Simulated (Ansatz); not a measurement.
InN (zinc blende)

```
CELL_PARAMETERS angstrom
      0.00000     2.49960     2.49960
      2.49960     0.00000     2.49960
      2.49960     2.49960     0.00000
ATOMIC_POSITIONS crystal
  N  0.75000 0.75000 0.75000
  In 0.00000 0.00000 0.00000
```

The slice is a {100} plane (indices of the conventional cell) through the point (0.750, 0.750, 0.750) (fractional), spanned by u = [100] and v = [0 1 -1] in vectors of this cell: u (3.53 Å) and v (3.53 Å, at 90° to u). It covers one period; positions are fractions (u, v).

Method: r2SCAN (plane waves to 500 eV, PAW, scalar-relativistic; Ansatz, a first-principles code). k mesh 11×11×11. Inside the PAW spheres the values are not all-electron values, and peaks at nuclei hang on which shells count as valence. At this level the bands of InN touch or barely overlap; measurements give the solid a gap. InN was relaxed with its symmetry unable to fall.

**Question.** Predict the map of the electron localisation function (ELF) on the slice.

**Answer.** 
```
|xxxx999874211111112478999xxx|
|xxx89998642111111124689998xx|
|xx8999986421111111246899998x|
|9999998764211111112467899999|
|9999998653211111112356899999|
|9999887643211111112346788999|
|8888766432110000011234667888|
|7766654321100000001123456667|
|4444433211000000000112334444|
|2222222110000000000011222222|
|1111111100000000000001111111|
|1111111000000000000000111111|
|1111111000000000000000111111|
|1111111000000000000000111111|
|1111111000000000000000111111|
|1111111000000000000000111111|
|1111111100000000000001111111|
|2222222110000000000011222222|
|4444433211000000000112334444|
|7766654321100000001123456667|
|8888766432110000011234667888|
|9999887643211111112346788999|
|9999998653211111112356899999|
|9999998764211111112467899999|
|xx8999986421111111246899998x|
|xxx89998642111111124689998xx|
|xxxx999874211111112478999xxx|
|xxxx999874211111112478999xxx|
```
Scale: ten equal steps from 0.03 (start of '0') to 0.82 (end of '9'), in the order '0123456789'. Values: electron localisation function (ELF). The map has 28 points along u (one character each, u = 0 at the left) and 28 along v (v = 0 in the bottom row). Points within 0.4 Å of a nucleus are blanked (x), as the pseudised field means little there.
